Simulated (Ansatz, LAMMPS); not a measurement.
# Amorphous SiO2 (84 atoms), relaxed: mesh and functional compared

Which bonds does the relaxation leave, and how do the Kohn-Sham gap, forces and pressure change with k-mesh and functional?

Calculated with Ansatz 0.2.0: Kohn-Sham DFT, PBE, PAW (set soft_2), plane waves; cutoff 420 eV, Γ point, fermi-dirac smearing of 0.025 eV.

**The cell**

Density at the start: 2.20 g/cm³. The cell holds 84 atoms: 28 Si and 56 O. Cell: a = 10.829 Å, b = 10.829 Å, c = 10.829 Å, α = 90.0°, β = 90.0°, γ = 90.0°. 84 atoms (28 Si, 56 O) placed at random at 2.2 g/cm³, melted at 5000 K for 10 ps at fixed volume with the Morse and Coulomb pair potential with partial charges (Pedone, Malavasi, Menziani, Cormack and Segre, J. Phys. Chem. B 110, 11780 (2006)). Quenched from 5000 K to 300 K at 50 K/ps and fixed volume, held 5 ps, then minimised at fixed cell.

Cell and atoms were relaxed with PBE. The walk converged after 7 steps by the program's count, with a largest force component of 0.00534 eV/Å; it began at an r.m.s. force component of 0.69 eV/Å. The edges went from 10.829, 10.829, 10.829 to 10.736, 10.500, 10.892 Å, and the volume from 15.117 to 14.538 Å³ an atom (-3.8 %).

The input of the reference single point:

```yaml
crystal:
  lattice:
    - [10.72135, 0.44099, -0.33475]
    - [0.44099, 10.49085, -0.05406]
    - [-0.33475, -0.05406, 10.88689]
  atoms:
    - { symbol: Si, position: [0.75042, 0.26939, 0.62016] }
    - { symbol: Si, position: [0.46128, 0.85485, 0.38885] }
    - { symbol: Si, position: [0.95139, 0.74797, 0.65974] }
    - { symbol: Si, position: [0.27443, 0.01382, 0.18812] }
    [... 78 atom lines left out ...]
    - { symbol: O, position: [0.35806, 0.3195, 0.72952] }
    - { symbol: O, position: [0.26045, 0.10229, 0.75275] }
kpoints:
  mp_grid: { grid: [1, 1, 1] }
hamiltonian:
  xc: pbe
scf:
  occupations: { method: fermi_dirac, width: 0.025 }
output:
  forces: true
  stress: true
  populations: true
  dos:
    method: { smearing: { sigma: 0.08 } }
    de: 0.05
    projected: { site_lists: { O: [O], Si: [Si] } }
  eigenvalues: true
  write_density: true
  write_potential: true
  volumetric_format: npy
```

**Bonds after relaxation**

Bonds by pair of elements; cutoffs follow the first minimum of g(r), held within bounds set by covalent radii, and pairs that aren't listed don't count as bonded:

```csv
pair A-B,cutoff (Å),bonds,mean length (Å),spread (Å),shortest (Å),B about A,A about B
O-Si,2.08,112,1.63,0.011,1.61,2,4
```

How many atoms have how many bonded neighbours:

```csv
element,mean,2,4
O,2,56,0
Si,4,0,28
```

**Beside experiment**

**Experiments to compare with.** The density of pristine, uncompressed silica glass was measured at room temperature as a reference for densified samples (“Siliceous zeolite-derived topology of amorphous silica”, 2023, PMC10710485): density 2.2 g/cm³. A silica glass plate was measured by high-energy x-ray diffraction at 20 K and the Si-O distance was taken from the first PDF peak (“Polyhedral units and network connectivity in calcium aluminosilicate glasses from high-energy x-ray diffraction”, 2000, arxiv:cond-mat/0007490): nearest Si–O distance 1.61 Å; number of O about Si 4. The nearest silicon-silicon distance in amorphous silica was obtained by fitting a symmetric peak to the measured radial distribution (as quoted in “New insights into the origin of the first sharp diffraction peak in amorphous silica from an analysis of chemical and radial ordering”, 2024, arxiv:2403.10632): nearest Si–Si distance 3.08 Å; nearest O–O distance 2.63 Å. The mean Si-O-Si angle was obtained by reanalysing earlier high-energy photon diffraction data in combination with published neutron diffraction data on silica glass (“Bond angle distribution in amorphous germania and silica”, 1996, arxiv:chem-ph/9603004): Si–O–Si angle 148.3 °.

Against the measurements quoted at the start:

```csv
quantity,measured,this cell,difference,method of the measurement
density,2.2 g/cm³,2.29 g/cm³,+4.0 %,tabulated bulk density
nearest Si–O distance,1.61 Å,1.63 Å,+1.4 %,"high-energy XRD, PDF Gaussian fit"
nearest Si–Si distance,3.08 Å,3.09 Å,+0.3 %,"diffraction, Gaussian radial peak fit"
nearest O–O distance,2.63 Å,2.66 Å,+1.1 %,"diffraction, Gaussian radial peak fit"
number of O about Si,4,4,+0.0 %,"high-energy XRD, PDF Gaussian fit"
Si–O–Si angle,148.3 °,144 °,-3.1 %,"x-ray and neutron diffraction, model fit"
```

The cell differs from the measured distances by up to 1.4 %, neighbour counts by up to 0.0 %, angles by up to 3.1 % and density by up to 4.0 %. Distances of this cell are positions of the first main peak of g(r), or bond means where the peak is narrow; means over all bonds within a cutoff lie farther out for broad shells. The network comes from the model that made the cell; DFT moved the atoms only locally, and no bond changed. Our coordination numbers hang on a cutoff, and experiments count neighbours in their own ways.

**Levels of theory**

Single points at the relaxed geometry:

| functional | k-mesh | Kohn-Sham gap (eV) | pressure (GPa) | r.m.s. force component (eV/Å) | SCF cycles | time |
| --- | --- | --- | --- | --- | --- | --- |
| PBE | 1×1×1 | 5.404 | -0.01 | 0.003 | 8 | 15 s |
| PBE | 2×2×2 | 5.394 | 0.00 | 0.003 | 8 | 2.1 min |
| HSE06 | 1×1×1 | 7.232 | -4.74 | 0.185 | 15 | 3.4 min |
| r2SCAN | 1×1×1 | 6.085 | -4.65 | 0.156 | 9 | 40 s |
| PBEsol | 1×1×1 | 5.355 | -2.40 | 0.060 | 9 | 14 s |

The gap is that between the highest filled and lowest empty Kohn-Sham level on the run's k-points. Cutoffs: 420 eV for PBE, HSE06 and PBEsol; 500 eV for r2SCAN. Times come from shared hosts and are rough.

**Findings**

By these cutoffs 100 % of O atoms have 2 and 100 % of Si atoms have 4 neighbours. The Kohn-Sham gap is 5.40 eV with PBE on the 1×1×1 mesh and 5.39 eV on 2×2×2. On the 1×1×1 mesh HSE06 changes the gap by +1.83 eV against PBE. Carrying that shift over to the 2×2×2 mesh gives 5.39 + 1.83 = 7.22 eV, an estimate that takes the shift to be alike at all k-points. On the reference's mesh the gap changes with r2SCAN by +0.68 eV and PBEsol by -0.05 eV. Against the reference the pressure changes with HSE06 by -4.7 GPa, r2SCAN by -4.6 GPa and PBEsol by -2.4 GPa; a negative change means a smaller volume than PBE would take. The denser mesh moves the energy by -0.3 meV/atom and the pressure by +0.00 GPa.

Limits: All single points share the geometry relaxed with PBE. The volume changed by -3.8 % on relaxing; in so small a cell, on this mesh and at this cutoff, the relaxed density is rough. One sample; tail or defect levels can set the gap of a disordered cell. The quench rate of 50 K/ps is many orders above laboratory rates, so the cell is likely richer in defects and strain than a real sample. The network of bonds at the start is that of the classical potential that made the cell, and needn't be the one that DFT or experiment would give. In some runs the program notes that the exchange-correlation potential is rough where the density is thin, the exchange threshold is loose for the stress and the SCF threshold is loose for the stress.

[Logs are printed without paths, hosts, clocks, repeated set-up lines and the standing remarks that a program may print on its own settings, such as how far it seeks lower states.]

[Hosts, paths, dates, database ids (printed as entryN), source tags and the programs' standing remarks are cut or masked in the printed files.]
